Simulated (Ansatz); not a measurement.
# CsI: the gap against volume

CsI, Pm-3m, a = 4.666 Å. Ansatz: PBE, PAW, 420 eV, Γ-centred 6×6×6 mesh on 2 atoms, Gaussian smearing 0.02 eV; no spin polarisation. Symmetry fixes shape and atoms, so the cell is only scaled; x = ln(V/V0) with V0 = 50.794 Å³/atom. The gap is read at the mesh points alone.

| x | gap y (eV) |
| --- | --- |
| -0.0619 | 3.881 |
| -0.0305 | 3.780 |
| 0.0000 | 3.688 |
| 0.0296 | 3.603 |
| 0.0583 | ? |

Question: Fit a straight line to the other rows, give the volume deformation potential of the gap and its pressure coefficient, and predict the missing gap. B0 = 9.9 GPa.

Answer: Means x = -0.01570, y = 3.7380; Σ(Δx)² = 0.004652, ΣΔxΔy = -0.01413; the slope is their ratio. y = 3.6903 − 3.0371 x. The slope is the deformation potential a = dE_g/d ln V = -3.04 eV, and dE_g/dP = −a/B0 = 307 meV/GPa. At x = 0.0583 the fit asked for gives 3.513 eV. The run gave 3.525 eV, so the fit is 0.012 eV too low, 3.4 % of the span of the series, against an rms of 0.003 eV on the fitted rows. The row lies outside the fitted range. With a term in x² added, a fit to the same known rows predicts 3.526 eV, so most of the miss is curvature that the known rows already hold.

Spin-orbit coupling is left out, which matters for the bands of heavy elements. Semilocal functionals give gaps under the measured ones; changes of the gap mostly carry over better.